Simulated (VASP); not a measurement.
Here is a VASP 6.6.1 calculation.

Contents of INCAR:

```
SYSTEM = ZrC
PREC = Accurate ; ENCUT = 520
EDIFF = 1E-6 ; ISMEAR = 0
SIGMA = 0.02 ; LREAL = .FALSE.
LASPH = .TRUE. ; NELM = 80
ALGO = Normal ; ISIF = 2
LWAVE = .FALSE. ; LCHARG = .FALSE.
GGA = PS ; LORBIT = 10
```

The input KPOINTS:

```
regular mesh
0
G
  10 10 10
  0 0 0
```

File POSCAR:

```
ZrC
1.0
    0.0000000000      2.3650000000      2.3650000000
    2.3650000000      0.0000000000      2.3650000000
    2.3650000000      2.3650000000      0.0000000000
Zr C
1 1
Direct
    0.5000000000      0.5000000000      0.5000000000
    0.0000000000      0.0000000000      0.0000000000
```

Potentials or basis: VASP PAW PBE potentials, release 64 (Zr_sv, C).

Run with:

```sh
$ cat potpaw_PBE.64/Zr_sv/POTCAR potpaw_PBE.64/C/POTCAR > POTCAR
$ mpirun -np 1 vasp_std > vasp.out
```

Q: Estimate the pressure.

A: -8.2 GPa.

Q: What does it give for the band gap on the k mesh?

A: None (metal or under the smearing width).

Caveat: the PAW data sets were made with another functional, which shifts forces and pressure a little.
